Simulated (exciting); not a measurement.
## C: single point with LDA

The system is C.

```
C
1.0
     0.00000    1.78337    1.78337
     1.78337    0.00000    1.78337
     1.78337    1.78337    0.00000
C
2
Direct
  0.25000 0.25000 0.25000
  0.00000 0.00000 0.00000
```

This isn't the form of C at room conditions, which is graphite.

```
Program             : exciting (release sodium)
Task                : single point
Functional          : LDA
Potentials or basis : all-electron LAPW+lo, shipped species files, valence relativity iora*
rgkmax              : 7.5
k mesh              : 13 × 13 × 13
Occupations         : gaussian, width 0.1 eV
Spin                : no spin polarisation
```

```
Band gap on the k mesh : 4.11 eV, indirect (least direct gap 5.55 eV)
```

Levels at points of the mesh, in eV from the valence-band top:
| k point | band 2 | band 3 | band 4 | band 5 | band 6 | band 7 |
| --- | --- | --- | --- | --- | --- | --- |
| (0.00, 0.00, 0.00) | 0.00 | 0.00 | 0.00 | 5.55 | 5.55 | 5.55 |

Run time: 78 s on 1 thread of Arm Neoverse V1, with other jobs on the host, peak memory 0.12 GiB.

Caveat: an odd mesh through Γ misses points on the zone boundary, where band edges often lie. Expect the measured gap to be larger: semilocal functionals such as LDA lack the derivative discontinuity.
